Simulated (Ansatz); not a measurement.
The system is FeO (Wuestite).

```
Fe O
1.0
     0.00000    2.15540    2.15540
     2.15540    0.00000    2.15540
     2.15540    2.15540    0.00000
Fe O
1 1
Direct
  0.00000 0.00000 0.00000
  0.50000 0.50000 0.50000
```

Base run:

- Program: Ansatz 0.2.0
- Functional: LDA
- Potentials or basis: Ansatz PAW
- Cutoff: 420 eV
- Density cutoff: 1680 eV
- k mesh: 11 × 11 × 11
- Occupations: fermi-dirac, width 0.05 eV
- Spin: collinear spin, ferromagnetic start
- Starting moments: [3.0, 0.0] μB

Its results: band gap on the k mesh none (metal or under the smearing width); pressure -15.6 GPa; net moment 4.00 μB per cell; site moments Fe +3.42; O +0.34 μB.

**Question.** The run is repeated on the same cell with these changes: functional from LDA to RPBE. What comes out?

**Answer.** Band gap on the k mesh none (metal or under the smearing width); pressure 5.3 GPa; net moment 4.00 μB per cell; site moments Fe +3.46; O +0.32 μB.

RPBE binds less tightly than LDA, so the same cell stands under more pressure.

Caveats: a cell with one magnetic atom can't hold antiferromagnetic order, which such compounds often take; semilocal functionals often make such compounds metallic where correlation or magnetic order opens a gap, which also shifts bond lengths; the PAW data sets come from PBE, with cores solved anew for the run's functional, which leaves a small shift of forces and pressure; the potentials were made for another functional, which shifts forces and pressure (some runs).

Not every run made on this cell is shown here.
